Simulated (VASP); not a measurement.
Input of a VASP 6.6.1 run:

Contents of INCAR:

```
PREC = Accurate
ENCUT = 600
EDIFF = 1E-6
ISMEAR = -1
SIGMA = 0.05
LREAL = F
LASPH = T
NELM = 80
ALGO = Normal
ISIF = 3
LWAVE = F
LCHARG = F
GGA = CA
IBRION = 2
NSW = 60
EDIFFG = -0.005
```

Contents of KPOINTS:

```
regular mesh
0
Gamma
  8 8 4
```

File POSCAR:

```
Zr
1.0
    3.2320000000      0.0000000000      0.0000000000
   -1.6160000000      2.7989941050      0.0000000000
    0.0000000000      0.0000000000      5.1470000000
Zr
2
Direct
    0.6666666667      0.3333333333      0.7500000000
    0.3333333333      0.6666666667      0.2500000000
```

Potentials or basis: VASP PAW LDA potentials, release 64 (Zr_sv).

Launch:

```sh
$ cat potpaw_LDA.64/Zr_sv/POTCAR > POTCAR
$ mpirun -np 1 vasp_std > vasp.out
```

What does it give for the relaxed volume?

21.93 Å³/atom.

Estimate the band gap on the k mesh.

none (metal or under the smearing width).

Estimate the relaxed cell.

a = 3.162 Å, b = 3.162 Å, c = 5.063 Å, α = 90.00°, β = 90.00°, γ = 120.00°.

Predict the space group after relaxing (to 0.05 Å).

P6_3/mmc (No. 194).

The path:
| step | energy change (eV) | largest force (eV/Å) | pressure (GPa) | volume (Å³) |
| --- | --- | --- | --- | --- |
| 1 | 0.0000 | 0.0000 | -5.72 | 46.56 |
| 2 | 0.0075 | 0.0000 | 7.15 | 41.19 |
| 3 | -0.0500 | 0.0000 | -0.06 | 43.89 |
| 4 | -0.0500 | 0.0000 | 0.06 | 43.84 |
| 5 | -0.0502 | 0.0000 | 0.05 | 43.84 |
| 6 | -0.0502 | 0.0000 | 0.05 | 43.83 |
| 7 | -0.0502 | 0.0000 | 0.05 | 43.83 |
| 8 | -0.0502 | 0.0000 | 0.05 | 43.83 |
| 9 | -0.0502 | 0.0000 | 0.05 | 43.83 |
| 10 | -0.0502 | 0.0000 | -0.05 | 43.87 |
| 11 | -0.0502 | 0.0000 | 0.00 | 43.85 |

LDA usually gives volumes a few per cent too small. Zero-point motion and thermal expansion aren't in these numbers.
